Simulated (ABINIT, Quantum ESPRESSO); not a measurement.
This is a calculation of CuO for Quantum ESPRESSO 7.5. Atoms were shifted at random by some hundredths of an Å from the given cell, which wasn't relaxed again for these runs. The cell comes from a database or a generator and needn't be the stable form of this composition.

The input pw.in:

```
&CONTROL
  calculation = 'scf'
  prefix = 'pwscf'
  outdir = './tmp'
  pseudo_dir = './pseudo'
  tprnfor = .true.
  tstress = .true.
  disk_io = 'nowf'
/
&SYSTEM
  ibrav = 0
  nat = 4
  ntyp = 2
  ecutwfc = 55
  ecutrho = 440
  nbnd = 25
  occupations = 'smearing'
  smearing = 'fd'
  degauss = 0.00367493
/
&ELECTRONS
  conv_thr = 8d-10
  electron_maxstep = 120
  mixing_beta = 0.5
/
ATOMIC_SPECIES
Cu    63.5460 Cu.paw.z_11.ld1.psl.v1.0.0-low.upf
O     15.9990 O.pbe-n-kjpaw_psl.0.1.UPF
CELL_PARAMETERS angstrom
   3.1754955000    0.0000000000    0.0000000000
   0.0000000000    3.1754955000    0.0000000000
   0.0000000000    0.0000000000    4.6495318700
ATOMIC_POSITIONS crystal
Cu    -0.0019590000    0.0009470000   -0.0045530000
Cu     0.4996480000    0.5073270000    0.0017850000
O      0.5054960000   -0.0039170000    0.2676500000
O     -0.0021780000    0.5003410000    0.7249710000
K_POINTS automatic
8 8 6 0 0 0
```

Potentials or basis: SSSP 1.3 efficiency PBE.

Run with:

```sh
$ OMP_NUM_THREADS=1 pw.x -in pw.in > pw.out
```

Q: Set up the same calculation for ABINIT 10.8.3 (patched build). Potentials or basis there: JTH PAW PBE v2.0, cutoff 707 eV.

A: As run (cutoffs and basis follow the program's own potentials, and thresholds, step limits or extra output files can differ):

Contents of run.abi:

```
pp_dirpath "./"
pseudos "Cu.GGA_PBE-JTH.xml, O.GGA_PBE-JTH.xml"

acell 3.1754955 3.1754955 4.64953187 Angstrom
rprim
     1.0000000000     0.0000000000     0.0000000000
     0.0000000000     1.0000000000     0.0000000000
     0.0000000000     0.0000000000     1.0000000000
ntypat 2
znucl 29 8
natom 4
typat 1 1 2 2
xcart
    -0.0062207957     0.0030071942    -0.0211693186
     1.5866299756     1.6110146055     0.0082994144
     1.6052002733    -0.0124384159     1.2444472050
    -0.0069162292     1.5888305940     3.3707757693 Angstrom
chkprim 0
chksymtnons 0
tolsym 1.0e-6

ecut 26.0
pawecutdg 48.0
pawxcdev 0

kptopt 1
ngkpt 8 8 6
nshiftk 1
shiftk 0.0 0.0 0.0

ixc 11

nband 30
occopt 3
tsmear 0.00183747

nstep 100
tolvrs 1.0e-9

iomode 3
prtwf 0
prtden 0
prteig 0
prtebands 0
```

Potentials or basis: JTH PAW PBE v2.0.

The run is started by

```console
$ mpirun --bind-to none -np 4 abinit run.abi > log 2>&1
```

Both were run:

|  | Quantum ESPRESSO | ABINIT |
| --- | --- | --- |
| Pressure | 15.2 GPa | 15.2 GPa |
| Largest force | 1.182 eV/Å | 1.163 eV/Å |
| Energy over the undisturbed cell | 11.0 meV/atom | 10.9 meV/atom |

The potentials hold 34 and 50 valence electrons a cell.

The cell lies far from this level's equilibrium.

Pressure is positive in compression.
